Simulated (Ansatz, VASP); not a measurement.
One calculation of BN, two programs

```xyz
6
Lattice="2.5545 0.0000 0.0000 -1.2773 2.2123 0.0000 0.0000 0.0000 6.3368" Properties=species:S:1:pos:R:3 pbc="T T T"
B     0.0000    0.0000    0.0000
B     0.0000    1.4749    2.1123
B     1.2773    0.7374    4.2246
N     0.0000    0.0000    1.5842
N     0.0000    1.4749    3.6965
N     1.2773    0.7374    5.8088
```

Alike in both runs: task relaxation of cell and atoms; functional PBE; k mesh 12 × 12 × 4; occupations gaussian, width 0.02 eV; no spin polarisation.

```csv
,VASP,Ansatz
version,VASP 6.6.1,Ansatz 0.2.0
potentials or method,"VASP PAW PBE potentials, release 64 (B, N)","scalar-relativistic, plane waves, PAW"
plane-wave cutoff (eV),600,420
valence electrons in the cell,24,24
```

Ansatz gave:

- gap on the k mesh at the Fermi level, each at its own relaxed structure (eV): 4.46
- relaxed volume (Å³/atom): 5.95
- relaxed cell length with the largest relative difference (Å): 6.278
- energy change over the relaxation (meV/atom): -2

Question: What did VASP give for the same quantities?

Answer: gap on the k mesh at the Fermi level, each at its own relaxed structure (eV): 4.45; relaxed volume (Å³/atom): 5.95; relaxed cell length with the largest relative difference (Å): 6.277; energy change over the relaxation (meV/atom): -2.

A k mesh can miss the band edges. As with any semilocal functional, this PBE gap is likely too small.
